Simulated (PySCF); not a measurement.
An input for PySCF 2.14.0 (Pb):

Contents of run.py:

```python
import json
import numpy as np
from pyscf.pbc import gto, scf, dft, df
from pyscf.pbc.tools import pyscf_ase
from ase.io import read

atoms = read('POSCAR')
cell = pyscf_ase.cell_from_ase(atoms)
cell.basis = 'TZV2P-MOLOPT-SR-GTH-q4'
cell.pseudo = 'GTH-PADE-q4'
cell.ke_cutoff = 28  # hartree
cell.exp_to_discard = 0.05
cell.precision = 1e-08
cell.max_memory = 4900  # MB
cell.verbose = 4
cell.build()

res = {}
kpts = cell.make_kpts([2, 2, 2])
mf = dft.KRKS(cell, kpts, xc='b97m_v')
mf = mf.rs_density_fit()
mf.grids = dft.gen_grid.UniformGrids(cell)
mf = mf.smearing(sigma=0.00183747, method='gaussian')  # hartree
mf.conv_tol = 1e-07
mf.max_cycle = 60
mf.init_guess = 'minao'
mf.diis_space = 20

mf.kernel()
res.update(converged=bool(mf.converged), e_tot=mf.e_tot, nelec=cell.nelectron, nao=cell.nao, mesh=list(map(int, cell.mesh)), a=cell.lattice_vectors().tolist(), coords=cell.atom_coords().tolist(),
           mo_energy=[np.real(x).tolist() for x in mf.mo_energy], mo_occ=[np.real(x).tolist() for x in mf.mo_occ])
res.update(e_free=mf.e_free, e_zero=mf.e_zero)
res.update(kpts=cell.get_scaled_kpts(kpts).tolist())
res['parts'] = {k: float(np.real(v)) for k, v in mf.scf_summary.items() if np.isscalar(v)}
json.dump(res, open('results.json', 'w'))
if not mf.converged:
    raise SystemExit('SCF not converged')

print('levels (eV)')
for i, kp in enumerate(res['kpts'][:40]):
    print('k %7.4f %7.4f %7.4f  ' % tuple(kp), ' '.join('%.3f' % (x * 27.211386) for x in res['mo_energy'][i][:7]))

# Mulliken populations
dm, s = np.asarray(mf.make_rdm1()), np.asarray(mf.get_ovlp())
sites = cell.aoslice_by_atom()[:, 2:]
tot = np.einsum('kij,kji->i', dm, s).real / len(kpts)
res['mulliken'] = [cell.atom_charge(i) - tot[a0:a1].sum() for i, (a0, a1) in enumerate(sites)]
print('Mulliken charges', np.round(res['mulliken'], 5))

path = pyscf_ase.bandpath(cell, npoints=40)
scaled = path.kpts
e_kn = mf.get_bands(cell.get_abs_kpts(scaled))[0]
res.update(band_k=np.asarray(scaled).tolist(), bands=np.asarray(e_kn).real.tolist())
for kp, e in zip(scaled, np.asarray(e_kn).real):
    print('k %7.4f %7.4f %7.4f  ' % tuple(kp), ' '.join('%8.3f' % (x * 27.211386) for x in e[:8]))
res['done'] = True
json.dump(res, open('results.json', 'w'))
```

The input POSCAR:

```
Pb
1.0
   -1.8970760316      1.8970760316      1.8970760316
    1.8970760316     -1.8970760316      1.8970760316
    1.8970760316      1.8970760316     -1.8970760316
Pb
1
Direct
    0.0000000000      0.0000000000      0.0000000000
```

Potentials or basis: TZV2P-MOLOPT-SR/GTH-PADE (potentials made for LDA).

Run with:

```bash
$ OMP_NUM_THREADS=2 python -u run.py > log
```

What does the program do with it?

The run stopped without a result. It printed:

Output:

```text
Discarded 0 diffused primitive functions, 0 contracted functions

PySCF version 2.14.0

[INPUT] verbose = 4
[INPUT] num. atoms = 1
[INPUT] num. electrons = 4
[INPUT] charge = 0
[INPUT] spin (= nelec alpha-beta = 2S) = 0
[INPUT] symmetry False subgroup None
[... 55 lines left out ...]
exclude_dd_block = True
j2c_eig_always = False
has_long_range = True
tot grids = 22180
cell vol = 184.293833  sum(weights) = 184.298422
nelec by numeric integration = 4.005388157561968
Traceback (most recent call last):
  File "run.py", line 29, in <module>
  File "<string>", line 2, in kernel
  File "pyscf/scf/hf.py", line 2099, in scf
  File "pyscf/scf/hf.py", line 132, in kernel
  File "pyscf/pbc/dft/krks.py", line 81, in get_veff
AttributeError: 'KNumInt' object has no attribute 'nr_nlc_vxc'
```
